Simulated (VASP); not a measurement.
# Ta (P6_3/mmc) in VASP: settings compared

The runs below take Ta through relaxation of cell and atoms, with LDA, PBEsol.

Program: VASP 6.6.1. These are calculated values, not measurements. Logs are shortened: lines on timing, memory, paths and dates and some standing lists are left out, and cuts for length are marked.

## (1) Starting point

It takes space group P6_3/mmc (No. 194, hexagonal). Conventional cell: a = 2.900 Å, b = 2.900 Å, c = 5.166 Å, α = 90.00°, β = 90.00°, γ = 120.00°. Ta (site symmetry -6m2) has 12 Ta at 2.90 to 3.08 Å as nearest neighbours.

This isn't the form of Ta at room conditions, which is bcc.

## (2) Relaxation of cell and atoms, LDA

INCAR

```
SYSTEM = Ta
  PREC = Accurate
  ENCUT = 600
  EDIFF = 1E-6
  ISMEAR = -1
  SIGMA = 0.05
  LREAL = .False.
  LASPH = .True.
  NELM = 60
  ALGO = Fast
  ISIF = 3
  LWAVE = .False.
  LCHARG = .False.
  IBRION = 2
  NSW = 40
  EDIFFG = -0.01
```

KPOINTS

```
Automatic mesh
0
Gamma
  10 10 4
  0 0 0
```

POSCAR

```
Ta
1.0
    2.9003720726      0.0000000000      0.0000000000
   -1.4501860363      2.5117958953      0.0000000000
    0.0000000000      0.0000000000      5.1662740000
Ta
2
Direct
    0.3333333333      0.6666666667      0.2500000000
    0.6666666667      0.3333333333      0.7500000000
```

Potentials or basis: VASP PAW LDA potentials, release 64 (Ta_pv).

Command:

```bash
$ cat potpaw_LDA.64/Ta_pv/POTCAR > POTCAR
$ mpirun -np 1 vasp_std > vasp.out
```

OUTCAR:

```text
SYSTEM = Ta
   PREC = Accurate
   ENCUT = 600
   EDIFF = 1E-6
   ISMEAR = -1
   LREAL = .False.
   LASPH = .True.
   NELM = 60
   ISIF = 3
   IBRION = 2
   NSW = 40
   EDIFFG = -0.01

 ion  position               nearest neighbor table
   1  0.333  0.667  0.250-   2 3.08   2 3.08   2 3.08   2 3.08   2 3.08   2 3.08
   2  0.667  0.333  0.750-   1 3.08   1 3.08   1 3.08   1 3.08   1 3.08   1 3.08

  LATTYP: Found a hexagonal cell.
 ALAT       =     2.9003720726
 C/A-ratio  =     1.7812452577

  Lattice vectors:

 A1 = (   2.9003720726,   0.0000000000,   0.0000000000)
 A2 = (  -1.4501860363,   2.5117958953,   0.0000000000)
 A3 = (   0.0000000000,   0.0000000000,   5.1662740000)

Analysis of symmetry for initial positions (statically):
=====================================================================
 Subroutine PRICEL returns:
 Original cell was already a primitive cell.

 Routine SETGRP: Setting up the symmetry group for a
 hexagonal supercell.

 Subroutine GETGRP returns: Found 24 space group operations
 (whereof 12 operations were pure point group operations)
 out of a pool of 24 trial point group operations.

The static configuration has the point symmetry D_3d.
 The point group associated with its full space group is D_6h.

Analysis of symmetry for dynamics (positions and initial velocities):
=====================================================================
 Subroutine PRICEL returns:
 Original cell was already a primitive cell.

 Routine SETGRP: Setting up the symmetry group for a
 hexagonal supercell.

 Subroutine GETGRP returns: Found 24 space group operations
 (whereof 12 operations were pure point group operations)
 out of a pool of 24 trial point group operations.

The dynamic configuration has the point symmetry D_3d.
 The point group associated with its full space group is D_6h.

 Subroutine INISYM returns: Found 24 space group operations
 (whereof 12 operations are pure point group operations),
 and found     1 'primitive' translations

----------------------------------------------------------------------------------------

                                     Primitive cell

  volume of cell :      37.6370

  direct lattice vectors                    reciprocal lattice vectors
     2.900372073  0.000000000  0.000000000     0.344783350  0.199060760  0.000000000
    -1.450186036  2.511795895  0.000000000     0.000000000  0.398121520  0.000000000
     0.000000000  0.000000000  5.166274000     0.000000000  0.000000000  0.193563098

  length of vectors
[... 107 lines left out ...]
   GGA     = CA    functional components
   LHFCALC =     F    Hartree Fock is set to
   AEXX    =    0.0000 exact exchange contribution
   IVDW    =     0    specifies the selected vdW correction
   LEPSILON=     F    determine dielectric tensor
   LRPA    =     F    only Hartree local field effects (RPA)
 conjugate gradient relaxation of ions
 non-spin polarized calculation
 RMM-DIIS sequential band-by-band and
  energy-cutoff  :      600.00
  volume of cell :       37.64
 maximum number of plane-waves:      1275
 NGX is ok and might be reduce to    24
   NGX = 11   NGY = 11   NGZ = 21

--------------------------------------- Ionic step        1  -------------------------------------------

 number of electron      22.0000002 magnetization

 Free energy of the ion-electron system (eV)
  ---------------------------------------------------
  ext. energy  EPLUGINS =         0.00000000
  ---------------------------------------------------
  free energy    TOTEN  =       -24.97714519 eV

  energy without entropy =      -24.95780347  energy(sigma->0) =      -24.96747433

------------------------ aborting loop because EDIFF is reached ----------------------------------------

  FORCE on cell =-STRESS in cart. coord.  units (eV):
  Direction    XX          YY          ZZ          XY          YZ          ZX
  --------------------------------------------------------------------------------------
  -------------------------------------------------------------------------------------
  Total       -2.7938249     -2.7938249     -2.2305304      0.0000000      0.0000000      0.0000000
  in kB     -118.9307797   -118.9307797    -94.9518056      0.0000000      0.0000000      0.0000000
  external PRESSURE =    -110.9377883 kB  Pullay stress =       0.0000000 kB
[... 275 lines left out ...]
--------------------------------------- Ionic step        9  -------------------------------------------

 number of electron      22.0000001 magnetization

 Free energy of the ion-electron system (eV)
  ---------------------------------------------------
  ext. energy  EPLUGINS =         0.00000000
  ---------------------------------------------------
  free energy    TOTEN  =       -25.05565935 eV

  energy without entropy =      -25.03734190  energy(sigma->0) =      -25.04650062

 E-fermi :   5.9013     XC(G=0): -12.8561

 val. band max:        5.8660551576   @ k =   0.3000   0.1000   0.2500
 cond. band min:       5.9593060925   @ k =   0.4000   0.1000   0.2500
 fundamental gap:      0.0932509349
 Fermi energy:         5.9013470187

 k-point     1 :       0.0000    0.0000    0.0000
  band No.  band energies     occupation
      1     -28.4339      2.00000
      2     -27.4443      2.00000
      3     -27.3076      2.00000
      4     -27.3076      2.00000
      5     -27.2114      2.00000
      6     -27.2114      2.00000
      7      -2.3687      2.00000
      8       0.8482      2.00000
      9       5.1895      2.00000
     10       6.1001      0.03686
     11       6.4894      0.00002
     12       6.4894      0.00002
     13       7.0771      0.00000
     14       7.0771      0.00000
[... 401 lines left out ...]
      2     -28.4431      2.00000
      3     -27.8361      2.00000
      4     -27.6775      2.00000
      5     -27.6236      2.00000
      6     -27.5413      2.00000
      7       1.5155      2.00000
      8       2.2465      2.00000
      9       3.4045      2.00000
     10       3.8781      2.00000
     11       5.9593      0.47763
     12       7.1222      0.00000
     13       7.4993      0.00000
     14      10.0197      0.00000
     15      10.8554      0.00000

 [... further k-points ...]

------------------------ aborting loop because EDIFF is reached ----------------------------------------

  FORCE on cell =-STRESS in cart. coord.  units (eV):
  Direction    XX          YY          ZZ          XY          YZ          ZX
  --------------------------------------------------------------------------------------
  -------------------------------------------------------------------------------------
  Total       -0.0071987     -0.0071987      0.0009972      0.0000000      0.0000000     -0.0000000
  in kB       -0.3247618     -0.3247618      0.0449890      0.0000000      0.0000000     -0.0000000
  external PRESSURE =      -0.2015115 kB  Pullay stress =       0.0000000 kB
[... 17 lines left out ...]
  FREE ENERGIE OF THE ION-ELECTRON SYSTEM (eV)
  ---------------------------------------------------
  free  energy   TOTEN  =       -25.0556593492 eV

  energy  without entropy=      -25.0373418952  energy(sigma->0) =      -25.04650062

 reached required accuracy - stopping structural energy minimisation
```

It took 97 s on 1 thread of Intel Xeon Platinum 8488C (Sapphire Rapids), shared host; peak memory 0.17 GiB.

Results:

| Quantity | Value |
| --- | --- |
| Free energy | -25.0557 eV |
| Relaxed volume | 17.76 Å³/atom |
| Relaxed cell | a = 2.838 Å, b = 2.838 Å, c = 5.091 Å, α = 90.00°, β = 90.00°, γ = 120.00° |
| Space group after relaxing (to 0.05 Å) | P6_3/mmc (No. 194) |
| Energy gained by relaxing | 39.3 meV/atom |
| Ionic steps | 9 |
| Pressure after relaxing | 0.0 GPa |
| Band gap on the k mesh | none (metal or under the smearing width) |

Step by step:
```
step  energy change (eV)  largest force (eV/Å)  pressure (GPa)  volume (Å³)
   1              0.0000                0.0000          -11.09        37.64
   2              0.3979                0.0000           37.09        30.97
   3             -0.0781                0.0000           -0.68        35.61
   4             -0.0784                0.0000            0.01        35.51
   5             -0.0783                0.0000            0.25        35.47
   6             -0.0784                0.0000           -0.48        35.59
   7             -0.0785                0.0000           -0.18        35.54
   8             -0.0785                0.0000            0.09        35.49
   9             -0.0785                0.0000           -0.02        35.51
```

Final structure:
```xyz
2
Lattice="2.8381 0.0000 0.0000 -1.4191 2.4579 0.0000 0.0000 0.0000 5.0910" Properties=species:S:1:pos:R:3 pbc="T T T"
Ta    0.0000    1.6386    1.2727
Ta    1.4191    0.8193    3.8182
```

Levels at points of the mesh, in eV from the Fermi level:
```csv
k point,band 9,band 10,band 11,band 12,band 13,band 14
"(0.00, 0.00, 0.00)",-0.71,0.20,0.59,0.59,1.18,1.18
"(0.50, 0.00, 0.00)",-3.56,-0.41,-0.17,0.55,0.91,5.86
"(0.00, 0.00, 0.50)",-1.23,-1.23,0.65,0.65,0.65,0.65
"(0.50, 0.00, 0.50)",-2.49,-2.49,1.87,1.87,2.75,2.75
```

(Part 1 of 2 ends here.)
